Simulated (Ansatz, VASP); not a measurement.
## O (O/Cr(110)): VASP beside Ansatz

Aim: how closely do two programs agree when they are given the same cell, functional and k mesh? The cell is taken from a series of runs on this material, whose earlier steps may have relaxed, scaled, displaced or heated it; both programs get it as it stands.

Main program and level: Ansatz 0.2.0; plane waves, with VASP 6.6.1 beside it; single point at PBE with D3(BJ).

### Step 1. The structure

The cell holds 1 atom: 1 O. Its edges and angles: a = 4.988 Å, b = 4.988 Å, c = 25.417 Å, α = 90.0°, β = 90.0°, γ = 70.5°. Vacuum lies along c.

### Step 2. Ansatz: single point, PBE with D3(BJ)

Ansatz runs on its default PAW (the set named soft_2) files.

A single point gives forces, pressure and levels at one fixed geometry, so differences don't come from the geometry; what else differs is listed under the comparison.

input.yaml reads:

```yaml
crystal:
  lattice:
    - [4.0729350596, -2.88, 0.0]
    - [4.0729350596, 2.88, 0.0]
    - [0.0, 0.0, 25.4166440476]
  atoms:
    - { symbol: O, position: [0.440681536, 0.440681536, 0.6320923888], spin: 1.0 }
magnetization:
  spin_polarized: true
kpoints:
  mp_grid: { grid: [7, 7, 1] }
hamiltonian:
  xc: pbe
  dispersion: d3bj
scf:
  occupations: { method: fermi_dirac, width: 0.1 }
  convergence: { dr2_threshold: 1.0e-08 }
efield:
  axis: 3
  dipole_correction: true
  ramp_position: 0.97
  ramp_width: 0.06
output:
  write_potential: true
  write_density: true
  volumetric_format: npy
```

Started as:

```console
> ansatz run input.yaml --threads 4 --pin off --max-ram 6144MiB --backend cpu --events-out ev --progress --plain --runs-dir out
```

Numbers of over 12 decimals in the logs are rounded to 6 here.

Output:

```text
Engine: ansatz 0.2.0, x86_64-unknown-linux-gnu
Pseudopotentials: kind: paw
Pseudopotential: O, paw, valence charge 6, recommended cutoff 420 eV (normal), O.paw.azcp
Functional definition: PBE
  parameter kappa = 0.804
  parameter beta = 0.066725
  exchange = pbe_x(kappa = kappa, mu = beta*pi^2/3)
  correlation = pbe_c(beta = beta)
Crystal: 1 atoms, lattice volume = 596.277 Å³
Basis set: ecut = 420 eV, 11677 PW (Γ)
Bands: 8, of which v1, the nominal top of the filled ones, is band 3 counted from 1 (2 counted from 0)
Symmetry: 4 space group operations
k-points: 16 of 49
Non-local potential: O, projectors of the file, l = 0: 2, l = 1: 2, l = 2: 1
PAW form: soft (Blöchl's): semilocal exchange-correlation on the pseudo side does not see the compensation charge
PAW one-centre angular grid: O, 110 points (default); XC on 64 Gauss nodes
Initial density: superposition of atomic densities (neutral atoms: chi_scale 0, normalization atom)
Starting moments: Σ|m| = 1 μB on 1 of 1 site
Initial wavefunctions: pseudopotential atomic-orbital guess
Functional: x = pbe(κ = 0.804, μ = 0.219515), c = pbe(β = 0.066725)
iter 1 solved again at ethr=3.65e-5 eV; its pass at ethr=3.10e-3 eV (dr2=2.19e-3 eV) is discarded
SCF iter   1: F=—  HF=-561.257650 eV  |F-HF|=—  |Δ(HF+E_count)|=         —  Δρ=1.36e-2 (↑1.36e-2 ↓1.29e-2)  dr2=2.48e-3  dr2_m=9.64e-1  M=2.000 μB ∫|m|=2.004 μB  β_m=1.00  ethr=3.65e-5  p=-0.000 e·Å  D=-5.48e-8 V/Å  ΔV_dip=0.00 eV  dr2_dipole=1.20e-11  V_vac-E_F(+/−)=8.33/8.33 eV  ⟨swp⟩=1.6  Hψ=2247  notcnv=0
efield: sawtooth ramp at fractional position 0.9700 (set: `efield.ramp_position`, or a place that a band, a saddle search or an elastic batch's reference lends), width 0.0600; the density the first Hamiltonian is built on has a dipole p = -0.000 e·Å; the dipole correction subtracts the counter field D = -5.48e-8 V/Å, which shifts the + side's vacuum level by +0.00 eV against the − side's; the planar-averaged density in the ramp window peaks in size at 4.5e-7 e/Å³
preconditioner: auto → none  [insulator: Δε(μ)=1.412 eV  Ē_g=8.087 eV  σ=0.100 eV  W_gap=0.59  n_scr=10 (ndim 8)  ℏωp=3.0 eV  f_vac=0.901  D(μ)=6.63/eV (n_scr^D=22)  ε∞_Penn≈1.1]
SCF iter   2: F=—  HF=-561.432379 eV  |F-HF|=—  |Δ(HF+E_count)|=   1.75e-1  Δρ=1.18e-3 (↑1.18e-3 ↓7.90e-4)  dr2=1.12e-3  dr2_m=5.20e-3  M=2.000 μB ∫|m|=2.004 μB  β_m=1.00  ethr=3.65e-5  p=0.000 e·Å  D=7.56e-7 V/Å  ΔV_dip=-0.00 eV  dr2_dipole=2.97e-11  V_vac-E_F(+/−)=7.59/7.59 eV  ⟨swp⟩=2.8  Hψ=476  notcnv=0  κ⁻¹=1.0e0(r=1)
SCF iter   3: F=—  HF=-561.535695 eV  |F-HF|=—  |Δ(HF+E_count)|=   1.03e-1  Δρ=4.72e-4 (↑1.46e-4 ↓4.72e-4)  dr2=3.37e-4  dr2_m=4.02e-4  M=2.000 μB ∫|m|=2.004 μB  β_m=1.00  ethr=1.87e-5  p=0.000 e·Å  D=3.75e-6 V/Å  ΔV_dip=-0.00 eV  dr2_dipole=1.22e-12  V_vac-E_F(+/−)=7.42/7.42 eV  ⟨swp⟩=2.0  Hψ=408  notcnv=0  κ⁻¹=1.2e-2(r=2)
SCF iter   4: F=—  HF=-561.600923 eV  |F-HF|=—  |Δ(HF+E_count)|=   6.52e-2  Δρ=1.17e-3 (↑4.09e-4 ↓1.17e-3)  dr2=3.53e-3  dr2_m=1.58e-3  M=2.000 μB ∫|m|=2.005 μB  β_m=1.00  ethr=5.62e-6  p=0.000 e·Å  D=2.90e-6 V/Å  ΔV_dip=-0.00 eV  dr2_dipole=6.07e-12  V_vac-E_F(+/−)=7.44/7.44 eV  ⟨swp⟩=2.0  Hψ=384  notcnv=0  κ⁻¹=5.7e-3(r=3)
SCF iter   5: F=—  HF=-561.641783 eV  |F-HF|=—  |Δ(HF+E_count)|=   4.09e-2  Δρ=4.07e-3 (↑9.43e-4 ↓4.07e-3)  dr2=3.99e-2  dr2_m=1.44e-2  M=2.000 μB ∫|m|=2.005 μB  β_m=1.00  ethr=5.62e-6  p=0.000 e·Å  D=3.04e-6 V/Å  ΔV_dip=-0.00 eV  dr2_dipole=2.57e-12  V_vac-E_F(+/−)=7.41/7.41 eV  ⟨swp⟩=2.0  Hψ=400  notcnv=0  κ⁻¹=4.7e-4(r=4)
SCF iter   6: F=—  HF=-561.705429 eV  |F-HF|=—  |Δ(HF+E_count)|=   6.36e-2  Δρ=9.31e-3 (↑2.75e-3 ↓9.31e-3)  dr2=2.31e-1  dr2_m=6.33e-2  M=2.000 μB ∫|m|=2.007 μB  β_m=1.00  ethr=5.62e-6  p=0.000 e·Å  D=2.89e-6 V/Å  ΔV_dip=-0.00 eV  dr2_dipole=1.79e-12  V_vac-E_F(+/−)=7.44/7.44 eV  ⟨swp⟩=2.5  Hψ=458  notcnv=0  κ⁻¹=1.6e-6(r=5)
SCF iter   7: F=—  HF=-561.837500 eV  |F-HF|=—  |Δ(HF+E_count)|=   1.32e-1  Δρ=1.24e-2 (↑6.09e-3 ↓1.24e-2)  dr2=5.32e-1  dr2_m=6.97e-2  M=2.000 μB ∫|m|=2.019 μB  β_m=1.00  ethr=5.62e-6  p=0.000 e·Å  D=4.86e-6 V/Å  ΔV_dip=-0.00 eV  dr2_dipole=3.23e-11  V_vac-E_F(+/−)=7.44/7.44 eV  ⟨swp⟩=3.0  Hψ=611  notcnv=0  κ⁻¹=7.0e-7(r=6)
SCF iter   8: F=—  HF=-561.948762 eV  |F-HF|=—  |Δ(HF+E_count)|=   1.11e-1  Δρ=1.01e-2 (↑9.38e-3 ↓1.01e-2)  dr2=6.07e-1  dr2_m=3.83e-3  M=2.000 μB ∫|m|=2.024 μB  β_m=1.00  ethr=5.62e-6  p=0.000 e·Å  D=5.09e-6 V/Å  ΔV_dip=-0.00 eV  dr2_dipole=6.83e-11  V_vac-E_F(+/−)=7.44/7.44 eV  ⟨swp⟩=3.1  Hψ=506  notcnv=0  κ⁻¹=3.4e-7(r=7)
SCF iter   9: F=—  HF=-562.001797 eV  |F-HF|=—  |Δ(HF+E_count)|=   5.30e-2  Δρ=1.02e-2 (↑1.02e-2 ↓9.32e-3)  dr2=6.12e-1  dr2_m=3.33e-3  M=2.000 μB ∫|m|=2.023 μB  β_m=1.00  ethr=5.62e-6  p=0.000 e·Å  D=4.63e-6 V/Å  ΔV_dip=-0.00 eV  dr2_dipole=1.28e-10  V_vac-E_F(+/−)=7.44/7.44 eV  ⟨swp⟩=2.0  Hψ=500  notcnv=0  κ⁻¹=2.3e-7(r=8)
[...]
Mixer restart at iter 24: flushing history
spin-set hold released at iteration 24 (site moments' squared step at or under half its running peak, from the soft ceiling on): the magnetisation degrees of freedom join the quasi-Newton model from the next iteration; the mixer history was flushed
SCF iter  25: F=—  HF=-561.846428 eV  |F-HF|=—  |Δ(HF+E_count)|=   2.60e-4  Δρ=2.82e-3 (↑2.82e-3 ↓2.79e-3)  dr2=6.26e-2  dr2_m=5.17e-5  M=2.000 μB ∫|m|=2.023 μB  β_m=1.20  ethr=5.62e-6  p=-0.001 e·Å  D=-3.16e-4 V/Å  ΔV_dip=0.01 eV  dr2_dipole=1.55e-7  V_vac-E_F(+/−)=7.41/7.40 eV  ⟨swp⟩=3.7  Hψ=561  notcnv=0  κ⁻¹=1.0e0(r=1)
density mixer auto → broyden: gapped, with few screened modes (density of states about μ 0.92 of a free-electron gas's, 10 screened modes)
SCF iter  26: F=—  HF=-561.847777 eV  |F-HF|=—  |Δ(HF+E_count)|=   1.35e-3  Δρ=9.46e-4 (↑9.00e-4 ↓9.46e-4)  dr2=6.88e-3  dr2_m=1.04e-4  M=2.000 μB ∫|m|=2.023 μB  β_m=1.20  ethr=5.62e-6  p=-0.000 e·Å  D=-1.32e-4 V/Å  ΔV_dip=0.00 eV  dr2_dipole=3.54e-8  V_vac-E_F(+/−)=7.15/7.15 eV  ⟨swp⟩=3.2  Hψ=772  notcnv=0  κ⁻¹=2.2e-1(r=2)
SCF iter  27: F=—  HF=-561.848449 eV  |F-HF|=—  |Δ(HF+E_count)|=   6.72e-4  Δρ=1.16e-4 (↑1.16e-4 ↓1.13e-4)  dr2=1.05e-4  dr2_m=3.08e-6  M=2.000 μB ∫|m|=2.023 μB  β_m=1.20  ethr=5.62e-6  p=-0.000 e·Å  D=-2.39e-5 V/Å  ΔV_dip=0.00 eV  dr2_dipole=2.03e-9  V_vac-E_F(+/−)=7.01/7.01 eV  ⟨swp⟩=2.0  Hψ=497  notcnv=0  κ⁻¹=5.1e-3(r=3)
SCF iter  28: F=—  HF=-561.848619 eV  |F-HF|=—  |Δ(HF+E_count)|=   1.70e-4  Δρ=8.11e-5 (↑8.11e-5 ↓7.61e-5)  dr2=4.45e-5  dr2_m=6.85e-7  M=2.000 μB ∫|m|=2.023 μB  β_m=1.20  ethr=1.76e-6  p=-0.000 e·Å  D=-1.03e-5 V/Å  ΔV_dip=0.00 eV  dr2_dipole=4.12e-10  V_vac-E_F(+/−)=7.01/7.01 eV  ⟨swp⟩=1.6  Hψ=314  notcnv=0  κ⁻¹=4.2e-4(r=4)
SCF iter  29: F=—  HF=-561.848732 eV  |F-HF|=—  |Δ(HF+E_count)|=   1.12e-4  Δρ=3.72e-5 (↑3.16e-5 ↓3.72e-5)  dr2=8.21e-6  dr2_m=2.14e-7  M=2.000 μB ∫|m|=2.023 μB  β_m=1.20  ethr=7.42e-7  p=0.000 e·Å  D=1.40e-6 V/Å  ΔV_dip=-0.00 eV  dr2_dipole=3.66e-13  V_vac-E_F(+/−)=7.01/7.01 eV  ⟨swp⟩=2.0  Hψ=345  notcnv=0  κ⁻¹=7.0e-5(r=5)
SCF iter  30: F=—  HF=-561.848762 eV  |F-HF|=—  |Δ(HF+E_count)|=   3.00e-5  Δρ=2.91e-6 (↑2.67e-6 ↓2.91e-6)  dr2=1.67e-8  dr2_m=2.68e-8  M=2.000 μB ∫|m|=2.023 μB  β_m=1.20  ethr=1.37e-7  p=0.000 e·Å  D=3.28e-6 V/Å  ΔV_dip=-0.00 eV  dr2_dipole=1.06e-11  V_vac-E_F(+/−)=7.00/7.00 eV  ⟨swp⟩=2.0  Hψ=333  notcnv=0  κ⁻¹=3.7e-6(r=6)
SCF iter  31: F=—  HF=-561.848762 eV  |F-HF|=—  |Δ(HF+E_count)|=   1.46e-7  Δρ=1.12e-6 (↑1.11e-6 ↓1.12e-6)  dr2=9.83e-9  dr2_m=9.39e-11  M=2.000 μB ∫|m|=2.023 μB  β_m=1.20  ethr=1.67e-10  p=0.000 e·Å  D=2.63e-6 V/Å  ΔV_dip=-0.00 eV  dr2_dipole=4.16e-12  V_vac-E_F(+/−)=7.00/7.00 eV  ⟨swp⟩=4.3  Hψ=1468  notcnv=0  κ⁻¹=1.4e-7(r=7)
SCF iter  32: F=—  HF=-561.848762 eV  |F-HF|=—  |Δ(HF+E_count)|=   2.25e-8  Δρ=6.32e-7 (↑6.13e-7 ↓6.32e-7)  dr2=2.68e-9  dr2_m=2.03e-10  M=2.000 μB ∫|m|=2.023 μB  β_m=1.20  ethr=1.64e-10  p=0.000 e·Å  D=2.00e-6 V/Å  ΔV_dip=-0.00 eV  dr2_dipole=7.08e-13  V_vac-E_F(+/−)=7.00/7.00 eV  ⟨swp⟩=3.3  Hψ=1022  notcnv=0  κ⁻¹=2.5e-8(r=8)
SCF iter  33: F=-561.848762 eV  HF=-561.848762 eV  |F-HF|=2.23e-10  |Δ(HF+E_count)|=   4.30e-8  Δρ=8.58e-8 (↑8.58e-8 ↓7.88e-8)  dr2=3.79e-11  dr2_m=6.56e-12  M=2.000 μB ∫|m|=2.023 μB  ethr=4.47e-11  p=0.000 e·Å  D=1.38e-6 V/Å  ΔV_dip=-0.00 eV  dr2_dipole=1.42e-13  V_vac-E_F(+/−)=7.00/7.00 eV  ⟨swp⟩=3.1  Hψ=995  notcnv=0
SCF 1 converged in 33 iterations: F = -561.848762 eV  dr2 = 3.79e-11
  greatest PAW one-centre occupation: 0.894 electrons in one spin orbital (limit 2), on the O atom at site 0 (counted from 0), in its partial waves of l = 0
WARN: The output density's exchange-correlation potential varies sharply where the density is thin. Do not read a vacuum level from v_tot or v_xc, or from such a field of the output density. On a cell that repeats whose density bears no net charge and no dipole along the vacuum's axis use v_es (v_loc + v_h of the components); under efield.dipole_correction with no amplitude use v_es + v_field, which holds any externa [...]
this state was not tested for a lower state beside it, because the mixer in use, unlike msr1, does not test its closes by its own steps (another_mixer; see scf.mixing.algorithm and scf.lower_state_search)
SCF converged after 33 iterations
Magnetization: 2.0000 μB (4.0000 up, 2.0000 down)
Absolute magnetization: 2.0229 μB (∫|ρ↑−ρ↓|, with the PAW one-centre terms)
Spin contamination: 0.0033 ħ² per cell (⟨S²⟩ above its minimum at these occupations)
Per-site moments (μB) at R_I (Å): [(1.996976, 2.057676)]
Free energy (F): -561.848762 eV
Harris-Foulkes:  -561.848762 eV  (|F-HF|=2.23e-10)
Internal energy: -561.840247 eV  (E = F + TS)
E sigma→0 (E₀):  -561.844504 eV
Entropy (-TS):   -0.008515 eV (-8.515 meV/atom)
Fermi energy:    -6.853085 eV
Dipole field:    D = 0.000002 V/Å  (p = 0.000006 e·Å, saw-weighted, corrected)
Work function:   Φ+ = 7.0042 eV   Φ− = 7.0042 eV
Levels:          The Fermi level and band energies are counted from a zero that moves with the ramp; work functions are not
--- Per-component energies (eV) ---
  E_band       = -83.595570
  E_kinetic    = 164.823338
  E_local      = -1093.853047  (includes V_loc(G=0)·N_el)
  E_nonlocal   = 50.444996
  E_hartree    = 459.388285
  E_xc         = -69.936646
  E_vxc        = -88.762829  (∫ρ·V_xc dr)
  E_paw        = -157.328657  (= ΣΔE_a)
  E_vpaw       = -35.026784  (= ΣTr[D̂ρ^β])
  E_aug_tail   = 0.002217  (compensation charges beyond the density's cutoff)
  E_efield     = 0.000000  (sawtooth field / dipole correction)
  E_vefield    = -0.000034  (∫n·V_field dr)
  E_ewald      = 84.620943
  E_disp       = -0.001676  (pairwise vdW)
  E_smearing   = -0.008515  (= −TS)
  E_closure    = -0.000000  (closes the sum)
  Σ components = -561.848762   (vs F -561.848762, Δ=0.00e0)
--- Band table (eV; the first three rows and the last of 32) ---
  k-point 0 ↑: bands = ["-24.9751", "-10.6484", "-10.6305", "-8.5777", "-0.8740", "0.1079", "0.1814", "0.7144"]
  k-point 1 ↑: bands = ["-24.9750", "-10.6477", "-10.6332", "-8.5831", "-0.7255", "0.2440", "0.3204", "0.8508"]
  k-point 2 ↑: bands = ["-24.9745", "-10.6461", "-10.6392", "-8.5949", "-0.2868", "0.6523", "0.7373", "1.2604"]
  k-point 15 ↓: bands = ["-21.3800", "-7.3914", "-6.2928", "-6.2753", "1.7391", "2.0897", "2.4926", "2.5470"]
```

(Continued in part 2 of 2.)

[Lines on the potential files, build, host, timing and source positions are cut from VASP's logs without a mark.]

[Logs are printed without paths, hosts, clocks, repeated set-up lines and the standing remarks that a program may print on its own settings, such as how far it seeks lower states.]

[Hosts, paths, dates, database ids (printed as entryN), source tags and the programs' standing remarks are cut or masked in the printed files.]
